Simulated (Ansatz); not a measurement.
Moving the functional in SnSe2

It takes space group P-3m1 (No. 164, trigonal). Conventional cell: a = 3.811 Å, b = 3.811 Å, c = 6.136 Å, α = 90.00°, β = 90.00°, γ = 120.00°. Around Sn (site symmetry -3m) lie 6 Se at 2.68 Å. Se (site symmetry 3m) is surrounded by 3 Sn at 2.68 Å.

Kept alike: task band structure; k mesh 8 × 8 × 5; occupations fermi-dirac, width 0.05 eV; no spin polarisation. Program: Ansatz, all-electron LAPW, scalar-relativistic. The mesh is that of the run's cell of 3 atoms. No spin-orbit coupling.

| run | band gap (eV) | pressure (GPa) |
| --- | --- | --- |
| A | 0.742 | 2.51 |
| B | 0.812 | 5.53 |
| C | 0.675 | 0.80 |

Pressure is positive in compression. Spin-orbit coupling, left out here, moves the band edges of heavy atoms and can close or invert small gaps. Gaps are the smaller of the mesh's and the band path's.

The runs differ in the functional alone: LDA; PBE; PBEsol. Which run is which?

Run A is PBEsol; run B is PBE; run C is LDA. The band gap runs from 0.675 (LDA) to 0.812 eV (PBE). From PBE: LDA -0.137; PBEsol -0.070. The pressure runs from 0.80 (LDA) to 5.53 GPa (PBE). From PBE: LDA -4.73; PBEsol -3.02. A positive pressure means that the functional's own cell is larger than the one given, a negative one that it is smaller.
